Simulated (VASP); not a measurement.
# SnO2 (Cassiterite) (P4_2/mnm) in VASP: notebook, part 2 of 2

VASP 6.6.1. Earlier steps stand in the parts before.

### Step 3. Phonons, PBE

POSCAR reads:

```
SnO2
1.0
    4.7380000000      0.0000000000      0.0000000000
    0.0000000000      4.7380000000      0.0000000000
    0.0000000000      0.0000000000      3.1865000000
Sn O
2 4
Direct
    0.5000000000      0.5000000000      0.5000000000
    0.0000000000      0.0000000000      0.0000000000
    0.8071000000      0.1929000000      0.5000000000
    0.6929000000      0.6929000000      0.0000000000
    0.1929000000      0.8071000000      0.5000000000
    0.3071000000      0.3071000000      0.0000000000
```

INCAR.step1 reads:

```
PREC = Accurate
ENCUT = 600
EDIFF = 1E-8
ISMEAR = 0
SIGMA = 0.02
LREAL = False
LASPH = True
NELM = 100
ALGO = Fast
ISIF = 3
LWAVE = False
LCHARG = False
GGA = PE
IBRION = 2
NSW = 40
EDIFFG = -0.002
KPAR = 4
```

INCAR.step2 reads:

```
PREC = Accurate
ENCUT = 600
EDIFF = 1E-8
ISMEAR = 0
SIGMA = 0.02
LREAL = False
LASPH = True
NELM = 100
ALGO = Fast
ISIF = 2
LWAVE = False
LCHARG = False
GGA = PE
IBRION = 8
NSW = 1
LEPSILON = True
KPAR = 4
```

KPOINTS reads:

```
regular mesh
0
Gamma
  6 6 8
```

Potentials or basis: VASP PAW PBE potentials, release 64 (Sn_d, O).

The run is started by

```sh
> cat potpaw_PBE.64/Sn_d/POTCAR potpaw_PBE.64/O/POTCAR > POTCAR
> cp INCAR.step1 INCAR
> mpirun -np 4 vasp_std > vasp.out
> cp CONTCAR POSCAR
> cp INCAR.step2 INCAR
> mpirun -np 4 vasp_std > vasp.out
```

OUTCAR:

```text
PREC = Accurate
   ENCUT = 600
   EDIFF = 1E-8
   ISMEAR = 0
   LREAL = False
   LASPH = True
   NELM = 100
   ISIF = 2
   GGA = PE
   IBRION = 8
   NSW = 1
   LEPSILON = True

 ion  position               nearest neighbor table
   1  0.500  0.500  0.500-   4 2.09   6 2.09   4 2.09   6 2.09   5 2.09   3 2.09
   2  0.000  0.000  0.000-   3 2.09   5 2.09   3 2.09   5 2.09   4 2.09   6 2.09
   3  0.807  0.193  0.500-   2 2.09   2 2.09   1 2.09
   4  0.693  0.693  0.000-   1 2.09   1 2.09   2 2.09
   5  0.193  0.807  0.500-   2 2.09   2 2.09   1 2.09
   6  0.307  0.307  0.000-   1 2.09   1 2.09   2 2.09

  LATTYP: Found a simple tetragonal cell.
 ALAT       =     4.8303685176
 C/A-ratio  =     0.6712070428

  Lattice vectors:

 A1 = (   4.8303685176,   0.0000000000,   0.0000000000)
 A2 = (   0.0000000000,   4.8303685176,   0.0000000000)
 A3 = (   0.0000000000,   0.0000000000,   3.2421773681)

Analysis of symmetry for initial positions (statically):
=====================================================================
 Subroutine PRICEL returns:
 Original cell was already a primitive cell.

 Routine SETGRP: Setting up the symmetry group for a
 simple tetragonal supercell.

 Subroutine GETGRP returns: Found 16 space group operations
[... 1160 lines left out ...]
  4X     4.250478    3.494160    0.000000    1.963071    2.735583    0.000000   -0.278920    0.399921    0.000000  -11.908808   -8.373532    0.000000    3.602434   -0.404778    0.000000    2.371745    2.148646    0.000000
  4Y     3.494160    4.250478    0.000000    2.735583    1.963071    0.000000   -0.404778    3.602434    0.000000   -8.373532  -11.908808    0.000000    0.399921   -0.278920    0.000000    2.148646    2.371745    0.000000
  4Z     0.000000    0.000000    8.245485    0.000000    0.000000    0.415072    0.000000    0.000000    1.651769    0.000000    0.000000  -11.637378    0.000000    0.000000    1.651769    0.000000    0.000000   -0.326717
  5X     1.963071   -2.735583    0.000000    4.250478   -3.494160    0.000000    2.371745   -2.148646    0.000000    3.602434    0.404778    0.000000  -11.908808    8.373532    0.000000   -0.278920   -0.399921    0.000000
  5Y    -2.735583    1.963071    0.000000   -3.494160    4.250478    0.000000   -2.148646    2.371745    0.000000   -0.399921   -0.278920    0.000000    8.373532  -11.908808    0.000000    0.404778    3.602434    0.000000
  5Z     0.000000    0.000000    0.415072    0.000000    0.000000    8.245485    0.000000    0.000000   -0.326717    0.000000    0.000000    1.651769    0.000000    0.000000  -11.637378    0.000000    0.000000    1.651769
  6X     4.250478    3.494160    0.000000    1.963071    2.735583    0.000000    3.602434   -0.404778    0.000000    2.371745    2.148646    0.000000   -0.278920    0.399921    0.000000  -11.908808   -8.373532    0.000000
  6Y     3.494160    4.250478    0.000000    2.735583    1.963071    0.000000    0.399921   -0.278920    0.000000    2.148646    2.371745    0.000000   -0.404778    3.602434    0.000000   -8.373532  -11.908808    0.000000
  6Z     0.000000    0.000000    8.245485    0.000000    0.000000    0.415072    0.000000    0.000000    1.651769    0.000000    0.000000   -0.326717    0.000000    0.000000    1.651769    0.000000    0.000000  -11.637378

 Eigenvectors and eigenvalues of the dynamical matrix
 ----------------------------------------------------

   1 f  =   21.223606 THz   133.351847 2PiTHz  707.943280 cm-1    87.773741 meV
             X         Y         Z           dx          dy          dz
      2.415184  2.415184  1.621089     0.000000    0.000000   -0.000000
      0.000000  0.000000  0.000000     0.000000   -0.000000   -0.000000
      3.895845  0.934523  1.621089    -0.353553    0.353553   -0.000000
      3.349708  3.349708  0.000000    -0.353553   -0.353553   -0.000000
      0.934523  3.895845  1.621089     0.353553   -0.353553   -0.000000
      1.480661  1.480661  0.000000     0.353553    0.353553   -0.000000
[... 145 lines left out ...]
  18 f/i=    0.002474 THz     0.015543 2PiTHz    0.082517 cm-1     0.010231 meV
             X         Y         Z           dx          dy          dz
      2.415184  2.415184  1.621089    -0.000000    0.000000    0.627626
      0.000000  0.000000  0.000000    -0.000000    0.000000    0.627626
      3.895845  0.934523  1.621089    -0.000000    0.000000    0.230311
      3.349708  3.349708  0.000000    -0.000000    0.000000    0.230311
      0.934523  3.895845  1.621089    -0.000000    0.000000    0.230311
      1.480661  1.480661  0.000000    -0.000000    0.000000    0.230311

--------------------------------------------------------------------------------------------------------

 MACROSCOPIC STATIC DIELECTRIC TENSOR IONIC CONTRIBUTION
 ------------------------------------------------------
           9.024156    -0.000000     0.000000
          -0.000000     9.024156    -0.000000
           0.000000    -0.000000     5.616866
 ------------------------------------------------------

 ELASTIC MODULI CONTR FROM IONIC RELAXATION (kBar)
 Direction    XX          YY          ZZ          XY          YZ          ZX
 --------------------------------------------------------------------------------
 XX         -78.7595     29.2053    -56.4723      0.0000      0.0000     -0.0000
 YY          29.2053    -78.7595    -56.4723      0.0000     -0.0000      0.0000
 ZZ         -56.4723    -56.4723   -128.7129      0.0000     -0.0000      0.0000
 XY           0.0000     -0.0000      0.0000    -11.3431      0.0000     -0.0000
 YZ           0.0000     -0.0000     -0.0000      0.0000   -123.6202      0.0000
 ZX          -0.0000      0.0000      0.0000     -0.0000      0.0000   -162.0622
 --------------------------------------------------------------------------------

 PIEZOELECTRIC TENSOR IONIC CONTR  for field in x, y, z        (C/m^2)
          XX          YY          ZZ          XY          YZ          ZX
  --------------------------------------------------------------------------------
  x    -0.00000     0.00000    -0.00000     0.00000    -0.00000    -0.00000
  y    -0.00000     0.00000     0.00000    -0.00000    -0.00000     0.00000
  z     0.00000    -0.00000    -0.00000     0.00000    -0.00000    -0.00000
```

OUTCAR.step1:

```text
PREC = Accurate
   ENCUT = 600
   EDIFF = 1E-8
   ISMEAR = 0
   LREAL = False
   LASPH = True
   NELM = 100
[... 1257 lines left out ...]
  -------------------------------------------------------------------------------------
  Total        0.0025393      0.0025393      0.0029752     -0.0000000      0.0000000      0.0000000
  in kB        0.0537810      0.0537810      0.0630129     -0.0000000      0.0000000      0.0000000
  external PRESSURE =       0.0568583 kB  Pullay stress =       0.0000000 kB
[... 21 lines left out ...]
  FREE ENERGIE OF THE ION-ELECTRON SYSTEM (eV)
  ---------------------------------------------------
  free  energy   TOTEN  =       -37.3118153450 eV

  energy  without entropy=      -37.3118153450  energy(sigma->0) =      -37.31181534

 reached required accuracy - stopping structural energy minimisation
```

Run time: 14 min. Hardware: 4 MPI ranks of Intel Xeon Platinum 8488C (Sapphire Rapids), shared host; peak memory 0.74 GiB.

Results:

```yaml
Relaxed_volume: 12.61 Å³/atom
Relaxed_cell: a = 4.830 Å, b = 4.830 Å, c = 3.242 Å, α = 90.00°, β = 90.00°, γ = 90.00°
Space_group_after_relaxing_to_0.05_Å: P4_2/mnm (No. 136)
Electronic_dielectric_tensor_diagonal: 4.82, 4.82, 4.96
Born_charges_mean_of_the_diagonal: Sn +4.25; O -2.13 e
Highest_phonon_frequency_at_Γ_LO-TO_splitting_left_out: 708 cm⁻¹
```

Step by step:
| step | energy change (eV) | largest force (eV/Å) | pressure (GPa) | volume (Å³) |
| --- | --- | --- | --- | --- |
| 1 | 0.0000 | 0.2934 | 11.60 | 71.53 |
| 2 | 0.0632 | 0.3604 | -10.53 | 80.84 |
| 3 | -0.1403 | 0.0640 | 0.01 | 75.51 |
| 4 | -0.1403 | 0.0581 | 0.21 | 75.43 |
| 5 | -0.1420 | 0.0038 | 0.09 | 75.57 |
| 6 | -0.1421 | 0.0185 | 0.05 | 75.63 |
| 7 | -0.1422 | 0.0018 | -0.06 | 75.67 |
| 8 | -0.1422 | 0.0021 | -0.06 | 75.67 |
| 9 | -0.1422 | 0.0013 | 0.03 | 75.64 |
| 10 | -0.1422 | 0.0002 | 0.01 | 75.65 |

Final structure:
```yaml
crystal:
  lattice:
    - [4.83037, 0.00000, 0.00000]
    - [0.00000, 4.83037, 0.00000]
    - [0.00000, 0.00000, 3.24218]
  atoms:
    - { symbol: Sn, position: [0.50000, 0.50000, 0.50000] }
    - { symbol: Sn, position: [0.00000, 0.00000, 0.00000] }
    - { symbol: O, position: [0.80653, 0.19347, 0.50000] }
    - { symbol: O, position: [0.69347, 0.69347, 0.00000] }
    - { symbol: O, position: [0.19347, 0.80653, 0.50000] }
    - { symbol: O, position: [0.30653, 0.30653, 0.00000] }
```

Phonon frequencies in cm⁻¹ (negative: imaginary):
```tsv
q point	frequencies
(0.000, 0.000, 0.000)	0 0 0 108 141 220 220 262 262 341 432 438 438 529 552 552 585 708
```

Electronic dielectric tensor:
```
4.82 0.00 0.00
0.00 4.82 0.00
0.00 0.00 4.96
```

Born effective charge tensors (e):
atom 1, Sn
```
 4.12 -0.53  0.00
-0.53  4.12  0.00
 0.00  0.00  4.51
```
atom 2, Sn
```
4.12 0.53 0.00
0.53 4.12 0.00
0.00 0.00 4.51
```
atom 3, O
```
-2.06  0.76  0.00
 0.76 -2.06  0.00
 0.00  0.00 -2.25
```
atom 4, O
```
-2.06 -0.76  0.00
-0.76 -2.06  0.00
 0.00  0.00 -2.25
```
atom 5, O
```
-2.06  0.76  0.00
 0.76 -2.06  0.00
 0.00  0.00 -2.25
```
atom 6, O
```
-2.06 -0.76  0.00
-0.76 -2.06  0.00
 0.00  0.00 -2.25
```

### Step 4. Equation of state, PBE+D3(BJ), 11.91 Å³/atom (a relaxed cell with its volume scaled by 0.96)

INCAR reads:

```
ALGO     = Normal         # electronic algorithm
EDIFF    = 1E-7           # SCF threshold, eV
ENCUT    = 520            # plane-wave cutoff, eV
GGA      = PE             # functional
ISIF     = 2              # what is computed and relaxed
ISMEAR   = 0              # smearing method
IVDW     = 12             # dispersion correction
KPAR     = 2            
LASPH    = T              # aspherical terms in the spheres
LCHARG   = F              # write CHGCAR
LREAL    = F              # projectors in reciprocal space
LWAVE    = F              # write WAVECAR
NELM     = 60             # most SCF steps
PREC     = Accurate       # precision mode
SIGMA    = 0.02           # smearing width, eV
```

KPOINTS reads:

```
k-points
0
Gamma
  6 6 8
```

POSCAR reads:

```
SnO2                                    
1.0
    4.7316860262      0.0000000000      0.0000000000
   -0.0000000000      4.7316860262      0.0000000000
    0.0000000000      0.0000000000      3.1905251491
  Sn              O             
     2     4
Direct
     0.5000000000000000    0.5000000000000000    0.5000000000000000
     0.0000000000000000    0.0000000000000000    0.0000000000000000
     0.8062033069922500    0.1937966930077501    0.5000000000000000
     0.6937966930077500    0.6937966930077500    0.0000000000000000
     0.1937966930077500    0.8062033069922500    0.5000000000000000
     0.3062033069922500    0.3062033069922500    0.0000000000000000
```

The run is started by

```sh
> cat potpaw_PBE.64/Sn_d/POTCAR potpaw_PBE.64/O/POTCAR > POTCAR
> mpirun -np 2 vasp_std > vasp.out
```

Run time: 25 s. Hardware: 2 MPI ranks of Intel Xeon Platinum 8559C (Emerald Rapids), shared host; peak memory 0.23 GiB.

The run converged. Its results:

| Quantity | Value |
| --- | --- |
| Free energy | -38.5010 eV |
| Pressure | 8.7 GPa |
| Largest force | 0.144 eV/Å |
| Band gap on the k mesh | 1.26 eV, direct |
| Dispersion energy per atom | -0.224 eV |

Caveat: spin-orbit coupling is left out, which moves the levels of the heavy elements.

### Step 5. Equation of state, PBE+D3(BJ), 12.15 Å³/atom (a relaxed cell with its volume scaled by 0.98)

INCAR is that of step 4.

KPOINTS is that of step 4.

POSCAR, as its differences from that of step 4:

```diff
@@ -2,5 +2,5 @@
 1.0
-    4.7316860262      0.0000000000      0.0000000000
-   -0.0000000000      4.7316860262      0.0000000000
-    0.0000000000      0.0000000000      3.1905251491
+    4.7643193748      0.0000000000      0.0000000000
+   -0.0000000000      4.7643193748      0.0000000000
+    0.0000000000      0.0000000000      3.2125294662
   Sn              O
```

The run is started by

```sh
> cat potpaw_PBE.64/Sn_d/POTCAR potpaw_PBE.64/O/POTCAR > POTCAR
> mpirun -np 2 vasp_std > vasp.out
```

Wall time 25 s (2 MPI ranks of Intel Xeon Platinum 8559C (Emerald Rapids), shared host); peak memory 0.23 GiB.

The run converged. Its results:

* Free energy: -38.5626 eV
* Pressure: 4.2 GPa
* Largest force: 0.071 eV/Å
* Band gap on the k mesh: 1.02 eV, direct
* Dispersion energy per atom: -0.219 eV

Caveat: spin-orbit coupling is left out, which moves the levels of the heavy elements.

### Step 6. Equation of state, PBE+D3(BJ), 12.40 Å³/atom

INCAR is that of step 5.

KPOINTS is that of step 5.

POSCAR, as its differences from that of step 5:

```diff
@@ -2,5 +2,5 @@
 1.0
-    4.7643193748      0.0000000000      0.0000000000
-   -0.0000000000      4.7643193748      0.0000000000
-    0.0000000000      0.0000000000      3.2125294662
+    4.7965116984      0.0000000000      0.0000000000
+   -0.0000000000      4.7965116984      0.0000000000
+    0.0000000000      0.0000000000      3.2342364048
   Sn              O
```

Potentials or basis: VASP PAW PBE potentials, release 64 (Sn_d, O).

The run is started by

```sh
> cat potpaw_PBE.64/Sn_d/POTCAR potpaw_PBE.64/O/POTCAR > POTCAR
> mpirun -np 2 vasp_std > vasp.out
```

It took 25 s on 2 MPI ranks of Intel Xeon Platinum 8559C (Emerald Rapids), shared host; peak memory 0.23 GiB.

Results (log left out):

```yaml
Free_energy: -38.5842 eV
Pressure: 0.1 GPa
Largest_force: 0.003 eV/Å
Band_gap_on_the_k_mesh: 0.80 eV, direct
Dispersion_energy_per_atom: -0.214 eV
```

Caveat: spin-orbit coupling is left out, which moves the levels of the heavy elements.

### Step 7. Equation of state, PBE+D3(BJ), 12.65 Å³/atom (a relaxed cell with its volume scaled by 1.02)

INCAR is that of step 6.

KPOINTS is that of step 6.

POSCAR, as its differences from that of step 6:

```diff
@@ -2,5 +2,5 @@
 1.0
-    4.7965116984      0.0000000000      0.0000000000
-   -0.0000000000      4.7965116984      0.0000000000
-    0.0000000000      0.0000000000      3.2342364048
+    4.8282776023      0.0000000000      0.0000000000
+   -0.0000000000      4.8282776023      0.0000000000
+    0.0000000000      0.0000000000      3.2556558131
   Sn              O
```

The run is started by

```sh
> cat potpaw_PBE.64/Sn_d/POTCAR potpaw_PBE.64/O/POTCAR > POTCAR
> mpirun -np 2 vasp_std > vasp.out
```

Wall time 26 s (2 MPI ranks of Intel Xeon Platinum 8559C (Emerald Rapids), shared host); peak memory 0.24 GiB.

It converged, with:

| Property | Result |
| --- | --- |
| Free energy | -38.5705 eV |
| Pressure | -3.5 GPa |
| Largest force | 0.059 eV/Å |
| Band gap on the k mesh | 0.58 eV, direct |
| Dispersion energy per atom | -0.210 eV |

Caveat: spin-orbit coupling is left out, which moves the levels of the heavy elements.

### Step 8. Equation of state, PBE+D3(BJ), 12.90 Å³/atom (a relaxed cell with its volume scaled by 1.04)

INCAR is that of step 7.

KPOINTS is that of step 7.

POSCAR, as its differences from that of step 7:

```diff
@@ -2,5 +2,5 @@
 1.0
-    4.8282776023      0.0000000000      0.0000000000
-   -0.0000000000      4.8282776023      0.0000000000
-    0.0000000000      0.0000000000      3.2556558131
+    4.8596309328      0.0000000000      0.0000000000
+   -0.0000000000      4.8596309328      0.0000000000
+    0.0000000000      0.0000000000      3.2767970277
   Sn              O
```

The run is started by

```sh
> cat potpaw_PBE.64/Sn_d/POTCAR potpaw_PBE.64/O/POTCAR > POTCAR
> mpirun -np 2 vasp_std > vasp.out
```

Run time: 26 s. Hardware: 2 MPI ranks of Intel Xeon Platinum 8559C (Emerald Rapids), shared host; peak memory 0.24 GiB.

The run converged. Its results:

* Free energy: -38.5253 eV
* Pressure: -6.6 GPa
* Largest force: 0.117 eV/Å
* Band gap on the k mesh: 0.37 eV, direct
* Dispersion energy per atom: -0.206 eV

Caveat: spin-orbit coupling is left out, which moves the levels of the heavy elements.

### Step 9. Equation of state, PBE+D3(BJ)

This run uses another cell than the first one, of 12.40 Å³/atom, 1.040 times its volume.

Potentials or basis: VASP PAW PBE potentials, release 64 (Sn_d, O).

No new run: the results of the series are fitted here.

What came out:

| Item | Value |
| --- | --- |
| Equilibrium volume | 12.42 Å³/atom |
| Bulk modulus at fixed shape and positions | 189 GPa |
| Pressure derivative of the bulk modulus | 5.0 (rough: it moves with the points fitted) |

Energy against volume, from the lowest point:
```
volume (Å³/atom)  energy (meV/atom)
          11.905              13.86
          12.153               3.60
          12.401               0.00
          12.649               2.28
          12.897               9.81
```

Caveat: the cell was scaled at fixed shape and fractional positions, which overstates the stiffness of a crystal with free parameters, most of all of layers and chains.
